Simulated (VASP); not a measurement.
# Pb (Fm-3m) in VASP: single point with r2SCAN

Aim: the single point of Pb with r2SCAN.

All numbers are computed with VASP 6.6.1; they aren't measurements. Logs are shortened: lines on timing, memory, paths and dates and some standing lists are left out, and cuts for length are marked.

## Step 1: The crystal as given

Symmetry: Fm-3m, No. 225, cubic system. Conventional cell: a = 4.950 Å, b = 4.950 Å, c = 4.950 Å, α = 90.00°, β = 90.00°, γ = 90.00°. Pb (site symmetry m-3m) has 12 Pb at 3.50 Å as nearest neighbours.

## Step 2: Single point, r2SCAN

Input file INCAR:

```
SYSTEM = Pb
PREC = Accurate
ENCUT = 520
EDIFF = 1E-6
ISMEAR = -1
SIGMA = 0.05
LREAL = .FALSE.
LASPH = .TRUE.
NELM = 60
ALGO = Normal
ISIF = 2
LWAVE = .FALSE.
LCHARG = .TRUE.
METAGGA = R2SCAN
LMIXTAU = .TRUE.
LELF = .TRUE.
LVHAR = .TRUE.
NBANDS = 13
```

Input file KPOINTS:

```
regular mesh
0
G
  9 9 9
  0 0 0
```

Input file POSCAR:

```
Pb
1.0
    0.0000000000      2.4750200000      2.4750200000
    2.4750200000      0.0000000000      2.4750200000
    2.4750200000      2.4750200000      0.0000000000
Pb
1
Direct
    0.0000000000      0.0000000000      0.0000000000
```

Potentials or basis: VASP PAW PBE potentials, release 64 (Pb_d).

Launch:

```sh
> cat potpaw_PBE.64/Pb_d/POTCAR > POTCAR
> mpirun -np 1 vasp_std > vasp.out
```

OUTCAR:

```text
SYSTEM = Pb
   PREC = Accurate
   ENCUT = 520
   EDIFF = 1E-6
   ISMEAR = -1
   LREAL = .FALSE.
   LASPH = .TRUE.
   NELM = 60
   ISIF = 2
   METAGGA = R2SCAN

 ion  position               nearest neighbor table
   1  0.000  0.000  0.000-

  LATTYP: Found a face centered cubic cell.
 ALAT       =     4.9500400000

  Lattice vectors:

 A1 = (   0.0000000000,   2.4750200000,   2.4750200000)
 A2 = (   2.4750200000,   0.0000000000,   2.4750200000)
 A3 = (   2.4750200000,   2.4750200000,   0.0000000000)

Analysis of symmetry for initial positions (statically):
=====================================================================
 Subroutine PRICEL returns:
 Original cell was already a primitive cell.

 Routine SETGRP: Setting up the symmetry group for a
 face centered cubic supercell.

 Subroutine GETGRP returns: Found 48 space group operations
 (whereof 48 operations were pure point group operations)
 out of a pool of 48 trial point group operations.

The static configuration has the point symmetry O_h .

Analysis of symmetry for dynamics (positions and initial velocities):
=====================================================================
 Subroutine PRICEL returns:
 Original cell was already a primitive cell.

 Routine SETGRP: Setting up the symmetry group for a
 face centered cubic supercell.

 Subroutine GETGRP returns: Found 48 space group operations
 (whereof 48 operations were pure point group operations)
 out of a pool of 48 trial point group operations.

The dynamic configuration has the point symmetry O_h .

 Subroutine INISYM returns: Found 48 space group operations
 (whereof 48 operations are pure point group operations),
 and found     1 'primitive' translations

----------------------------------------------------------------------------------------

                                     Primitive cell

  volume of cell :      30.3226

  direct lattice vectors                    reciprocal lattice vectors
     0.000000000  2.475020000  2.475020000    -0.202018570  0.202018570  0.202018570
     2.475020000  0.000000000  2.475020000     0.202018570 -0.202018570  0.202018570
     2.475020000  2.475020000  0.000000000     0.202018570  0.202018570 -0.202018570

  length of vectors
     3.500206851  3.500206851  3.500206851     0.349906427  0.349906427  0.349906427

  position of ions in fractional coordinates (direct lattice)
     0.000000000  0.000000000  0.000000000

  ion indices of the primitive-cell ions
   primitive index   ion index
                 1           1

----------------------------------------------------------------------------------------

 KPOINTS: regular mesh

Automatic generation of k-mesh.
 Grid dimensions read from file:
 generate k-points for:    9    9    9

 Generating k-lattice:

  Cartesian coordinates                     Fractional coordinates (reciprocal lattice)
    -0.022446508  0.022446508  0.022446508     0.111111111  0.000000000  0.000000000
     0.022446508 -0.022446508  0.022446508     0.000000000  0.111111111  0.000000000
     0.022446508  0.022446508 -0.022446508     0.000000000  0.000000000  0.111111111

  Length of vectors
     0.038878492  0.038878492  0.038878492

  Shift w.r.t. Gamma in fractional coordinates (k-lattice)
     0.000000000  0.000000000  0.000000000

 Subroutine IBZKPT returns following result:
 ===========================================

 Found     35 irreducible k-points:

 Following reciprocal coordinates:
            Coordinates               Weight
  0.000000  0.000000  0.000000      1.000000
  0.111111  0.000000  0.000000      8.000000
  0.222222  0.000000  0.000000      8.000000
  0.333333  0.000000  0.000000      8.000000
  0.444444  0.000000  0.000000      8.000000
  0.111111  0.111111  0.000000      6.000000
[... 16 lines left out ...]
 -0.333333  0.333333  0.000000     12.000000
  0.444444  0.444444  0.000000      6.000000
 [... further k-points ...]
   k-points           NKPTS =     35   k-points in BZ     NKDIM =     35   number of bands    NBANDS=     13
   number of dos      NEDOS =    301   number of ions     NIONS =      1
   total plane-waves  NPLWV =  21952
   dimension x,y,z NGX =    28 NGY =   28 NGZ =   28
   dimension x,y,z NGXF=    56 NGYF=   56 NGZF=   56
   ions per type =               1
   NGX,Y,Z   is equivalent  to a cutoff of  13.30, 13.30, 13.30 a.u.
   NGXF,Y,Z  is equivalent  to a cutoff of  26.60, 26.60, 26.60 a.u.
 SYSTEM =  Pb
   PREC   = accura    normal or accurate (medium, high low for compatibility)
   ISTART =      0    job   : 0-new  1-cont  2-samecut
   ICHARG =      2    charge: 1-file 2-atom 10-const
   ISPIN  =      1    spin polarized calculation?
   LNONCOLLINEAR =      F non collinear calculations
   LSORBIT =      F    spin-orbit coupling
   LASPH  =      T    aspherical Exc in radial PAW
   ENCUT  =  520.0 eV  38.22 Ry    6.18 a.u.   6.51  6.51  6.51*2*pi/ulx,y,z
   NELM   =     60;   NELMIN=  2; NELMDL= -5     # of ELM steps
   EDIFF  = 0.1E-05   stopping-criterion for ELM
   LREAL  =      F    real-space projection
   EDIFFG = 0.1E-04   stopping-criterion for IOM
   NSW    =      0    number of steps for IOM
   IBRION =     -1    ionic relax: 0-MD 1-quasi-New 2-CG
   NFREE  =      0    steps in history (QN), initial steepest desc. (CG)
   ISIF   =      2    stress and relaxation
   ISYM   =      2    0-nonsym 1-usesym 2-fastsym
   POTIM  = 0.5000    time-step for ionic-motion
   TEBEG  =    0.0;   TEEND  =   0.0 temperature during run
   PSTRESS=    0.0 pullay stress
   NELECT =      14.0000    total number of electrons
   NUPDOWN=      -1.0000    fix difference up-down
   EMIN   =  10.00;   EMAX   =-10.00  energy-range for DOS
   EFERMI =   0.00;   METHOD = LEGACY
   ISMEAR =    -1;   SIGMA  =   0.05  broadening in eV -4-tet -1-fermi 0-gaus
   EFERMI_NEDOS =   21; number of points for ismear=-14 and -15
   IALGO  =     38    algorithm
   IMIX   =      4    mixing-type and parameters
     AMIX     =   0.40;   BMIX     =  1.00
     AMIX_MAG =   1.60;   BMIX_MAG =  1.00
  volume/ion in A,a.u.               =      30.32       204.63
  Fermi-wavevector in a.u.,A,eV,Ry     =   1.265306  2.391081 21.782907  1.600999
  Thomas-Fermi vector in A             =   2.398566
   LORBIT       =      0    0 simple, 1 ext, 2 COOP (PROOUT), +10 PAW based schemes
   METAGGA = R2SCAN    functional components
   LHFCALC =     F    Hartree Fock is set to
   AEXX    =    0.0000 exact exchange contribution
   IVDW    =     0    specifies the selected vdW correction
   LEPSILON=     F    determine dielectric tensor
   LRPA    =     F    only Hartree local field effects (RPA)
 non-spin polarized calculation
  energy-cutoff  :      520.00
  volume of cell :       30.32
 maximum number of plane-waves:       869
 NGX is ok and might be reduce to    28
   NGX = 13   NGY = 13   NGZ = 13

 number of electron      13.9999999 magnetization

 Free energy of the ion-electron system (eV)
  ---------------------------------------------------
  ext. energy  EPLUGINS =         0.00000000
  ---------------------------------------------------
  free energy    TOTEN  =       -56.29491682 eV

  energy without entropy =      -56.29171523  energy(sigma->0) =      -56.29331602

 E-fermi :   7.0592     XC(G=0): -10.9278

 val. band max:        6.8370126645   @ k =  -0.2222   0.2222   0.0000
 cond. band min:       7.0616069767   @ k =  -0.2222   0.3333   0.1111
 fundamental gap:      0.2245943121
 Fermi energy:         7.0591501528

 k-point     1 :       0.0000    0.0000    0.0000
  band No.  band energies     occupation
      1     -10.5035      2.00000
      2     -10.5035      2.00000
      3     -10.5035      2.00000
      4     -10.3551      2.00000
      5     -10.3551      2.00000
      6      -5.0757      2.00000
      7      14.9591      0.00000
      8      14.9591      0.00000
      9      14.9591      0.00000
     10      17.6459      0.00000
     11      19.5224      0.00000
     12      20.3286      0.00000
     13      20.3286      0.00000

 k-point     2 :       0.1111    0.0000    0.0000
  band No.  band energies     occupation
      1     -10.5043      2.00000
      2     -10.4859      2.00000
      3     -10.4859      2.00000
      4     -10.3551      2.00000
      5     -10.3551      2.00000
      6      -4.8257      2.00000
      7      12.5405      0.00000
      8      14.6612      0.00000
      9      14.6612      0.00000
     10      17.2124      0.00000
     11      20.4392      0.00000
     12      20.8556      0.00000
     13      20.8556      0.00000

 k-point     3 :       0.2222    0.0000    0.0000
  band No.  band energies     occupation
      1     -10.5104      2.00000
      2     -10.4653      2.00000
      3     -10.4653      2.00000
      4     -10.3305      2.00000
      5     -10.3305      2.00000
      6      -4.0772      2.00000
      7       8.9208      0.00000
      8      14.0294      0.00000
      9      14.0294      0.00000
     10      16.8636      0.00000
     11      19.8827      0.00000
     12      20.5219      0.00000
     13      20.5219      0.00000
[... 305 lines left out ...]
 k-point    23 :      -0.3333    0.3333    0.0000
  band No.  band energies     occupation
      1     -10.5627      2.00000
      2     -10.3940      2.00000
      3     -10.3443      2.00000
      4     -10.3206      2.00000
      5     -10.2507      2.00000
      6      -0.2397      2.00000
      7       5.3676      2.00000
      8       5.5799      2.00000
      9      11.0293      0.00000
     10      14.6545      0.00000
     11      21.7630      0.00000
     12      23.4734      0.00000
     13      23.4802      0.00000

 k-point    24 :       0.4444    0.4444    0.0000
  band No.  band energies     occupation
      1     -10.6738      2.00000
      2     -10.5738      2.00000
      3     -10.2271      2.00000
      4     -10.1842      2.00000
      5     -10.1842      2.00000
      6      -0.2254      2.00000
      7       4.3611      2.00000
      8       9.4528      0.00000
      9       9.4528      0.00000
     10      13.2385      0.00000
     11      14.2970      0.00000
     12      26.5238      0.00000
     13      28.3155      0.00000

 [... further k-points ...]

------------------------ aborting loop because EDIFF is reached ----------------------------------------

  FORCE on cell =-STRESS in cart. coord.  units (eV):
  Direction    XX          YY          ZZ          XY          YZ          ZX
  --------------------------------------------------------------------------------------
  -------------------------------------------------------------------------------------
  Total        0.2115694      0.2115694      0.2115694      0.0000000      0.0000000     -0.0000000
  in kB       11.1788536     11.1788536     11.1788536      0.0000000      0.0000000     -0.0000000
  external PRESSURE =      11.1788536 kB  Pullay stress =       0.0000000 kB

 VOLUME and BASIS-vectors are now :
 -----------------------------------------------------------------------------
  energy-cutoff  :      520.00
  volume of cell :       30.32
      direct lattice vectors                 reciprocal lattice vectors
     0.000000000  2.475020000  2.475020000    -0.202018570  0.202018570  0.202018570
     2.475020000  0.000000000  2.475020000     0.202018570 -0.202018570  0.202018570
     2.475020000  2.475020000  0.000000000     0.202018570  0.202018570 -0.202018570

 POSITION                                       TOTAL-FORCE (eV/Angst)
 -----------------------------------------------------------------------------------
      0.00000      0.00000      0.00000         0.000000      0.000000      0.000000
 -----------------------------------------------------------------------------------
    total drift:                               -0.000000     -0.000000     -0.000000

  FREE ENERGIE OF THE ION-ELECTRON SYSTEM (eV)
  ---------------------------------------------------
  free  energy   TOTEN  =       -56.2949168178 eV

  energy  without entropy=      -56.2917152307  energy(sigma->0) =      -56.29331602
```

It took 46 s on 1 thread of Intel Xeon Platinum 8488C (Sapphire Rapids), shared host; peak memory 0.17 GiB.

What came out:

| Quantity | Value |
| --- | --- |
| Free energy | -56.2949 eV |
| Pressure | 1.1 GPa |
| Band gap on the k mesh | none (metal or under the smearing width) |

Levels at points of the mesh, in eV from the Fermi level:
| k point | band 3 | band 4 | band 5 | band 6 | band 7 | band 8 | band 9 | band 10 | band 11 | band 12 |
| --- | --- | --- | --- | --- | --- | --- | --- | --- | --- | --- |
| (0.00, 0.00, 0.00) | -17.56 | -17.41 | -17.41 | -12.13 | 7.90 | 7.90 | 7.90 | 10.59 | 12.46 | 13.27 |

Caveat: the PAW data sets were made with another functional, which shifts forces and pressure a little.
